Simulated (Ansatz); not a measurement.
## Si: clamped-ion strain scan

The calculation used DFT PBE, scalar-relativistic, plane waves, PAW (Ansatz). Cutoff 420 eV, Γ-centred 10×10×6 k-points, Gaussian smearing of 0.03 eV. No spin polarisation. Energies are free energies at this smearing, counted from the undisturbed cell; pressure is positive in compression.

The starting cell (relaxed at this level; this form isn't the usual structure):

```yaml
crystal:
  lattice:
    - [6.95664, -1.93352, -0.00496]
    - [6.95664, 1.93352, -0.00496]
    - [-0.75596, 0.00000, 6.31989]
  atoms:
    - { symbol: Si, position: [0.05566, 0.05566, 0.87412] }
    - { symbol: Si, position: [0.94434, 0.94434, 0.12588] }
    - { symbol: Si, position: [0.55923, 0.55923, 0.65364] }
    - { symbol: Si, position: [0.44077, 0.44077, 0.34636] }
    - { symbol: Si, position: [0.21289, 0.21289, 0.05707] }
    - { symbol: Si, position: [0.78711, 0.78711, 0.94293] }
    - { symbol: Si, position: [0.72703, 0.72703, 0.58560] }
    - { symbol: Si, position: [0.27297, 0.27297, 0.41440] }
```

The cell is strained by ε times the Voigt pattern (1, -1, 0, 0, 0, 0) (xx, yy, zz, yz, xz, xy; engineering shear) with fractional coordinates fixed.

| ε | ΔE (meV/atom) | stress summed along the pattern (GPa, tension positive) | pressure (GPa) | gap on the mesh (eV) |
| --- | --- | --- | --- | --- |
| -0.0400 | 35.8 | -13.46 | ? | 0.00 |
| -0.0300 | 20.2 | -10.10 | 0.2 | 0.00 |
| -0.0200 | ? | -6.76 | ? | 0.08 |
| -0.0100 | 2.3 | -3.39 | 0.0 | 0.18 |
| 0.0000 | 0.0 | -0.01 | 0.0 | 0.29 |
| 0.0100 | 2.2 | 3.37 | 0.1 | 0.39 |
| 0.0200 | 8.9 | 6.75 | 0.2 | 0.49 |
| 0.0300 | 20.2 | 10.14 | 0.4 | 0.58 |
| 0.0350 | 27.5 | 11.84 | 0.6 | 0.62 |
| 0.0400 | ? | ? | 0.7 | 0.63 |

Where the gap reads zero the k-mesh, chosen for the insulator, is on the coarse side.

Q: Give the withheld values.

A: pressure (GPa) at ε = -0.0400: 0.4; ΔE (meV/atom) at ε = -0.0200: 9.0; pressure (GPa) at ε = -0.0200: 0.1; ΔE (meV/atom) at ε = 0.0400: 36.0; stress summed along the pattern (GPa, tension positive) at ε = 0.0400: 13.55.

Cost: 10 runs of about 10 core-minutes in all, on Intel Xeon Processor @ 2.70GHz (shared hosts).